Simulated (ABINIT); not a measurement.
CuI (Marshite):

```
I Cu
1.0
     0.00000    3.03150    3.03150
     3.03150    0.00000    3.03150
     3.03150    3.03150    0.00000
I Cu
1 1
Direct
  0.00000 0.00000 0.00000
  0.75000 0.75000 0.75000
```

Base run:

```yaml
Program: ABINIT 10.8.3 (patched build)
Functional: r2SCAN
Potentials_or_basis: SG15 NC PBE v1.2
Cutoff: 1306 eV
k_mesh: 8 × 8 × 8
Occupations: fermi-dirac, width 0.05 eV
Spin: no spin polarisation
```

Its results: band gap on the k mesh 1.62 eV, direct; pressure -0.4 GPa.

Question: After a change of settings the same cell gave: band gap on the k mesh 1.41 eV, direct; pressure -1.2 GPa. Which change was it?
A. potentials or basis from SG15 NC PBE v1.2 to JTH PAW PBE v2.0; cutoff from 1306 eV to 844 eV; valence electrons from 36 to 26
B. potentials or basis from SG15 NC PBE v1.2 to Ansatz PAW PBE default generated set, frozen core; cutoff from 1306 eV to 490 eV
C. potentials or basis from SG15 NC PBE v1.2 to PseudoDojo NC SR PBE v0.4.1 standard; cutoff from 1306 eV to 1497 eV; valence electrons from 36 to 26

Answer: C.

Caveats: the potentials were made for another functional, which shifts forces and pressure; spin-orbit coupling is left out, which moves the levels of the heavy elements; a meta-GGA on potentials with a model core is unreliable (some runs).
